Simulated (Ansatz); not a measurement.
Program: Ansatz. Geometries: PBE0-D4/def2-TZVP. ΔE: electronic, gas phase. CBS: MP2 limit from def2 TZ/QZ plus the TZ coupled-cluster correction, frozen cores. DFT in def2-TZVPP. One conformer a species, not always the lowest.

`C[SiH2]C(=O)O` + `CC1=C[SiH2]1` → `C[SiH2]C1=C[SiH2]1` + acetic acid  (formal exchange of groups at the Si–C bond)

```tsv
level	ΔE (kcal/mol)
PBE0-D4	-9.8
ωB97M-V	-9.9
```

What does CCSD(T)/CBS give? (An estimate is asked.)

The calculation gave: -10.4 kcal/mol. The listed levels differ from it by 0.6, 0.5 kcal/mol.

Largest T1 diagnostic among the species: 0.015.

From PBE to PBE0 (25 % exact exchange), in def2-TZVPP and without D4, ΔE moves by −1.5 kcal/mol. In def2-TZVPP, CCSD(T) changes the Hartree–Fock value by +1.5 kcal/mol (the triples alone add +0.3 kcal/mol) and MP2 by +1.1 kcal/mol.

CCSD(T)/CBS has its own doubt, a few kJ/mol and more with outer-core shells, so smaller differences from it don't rank the levels.
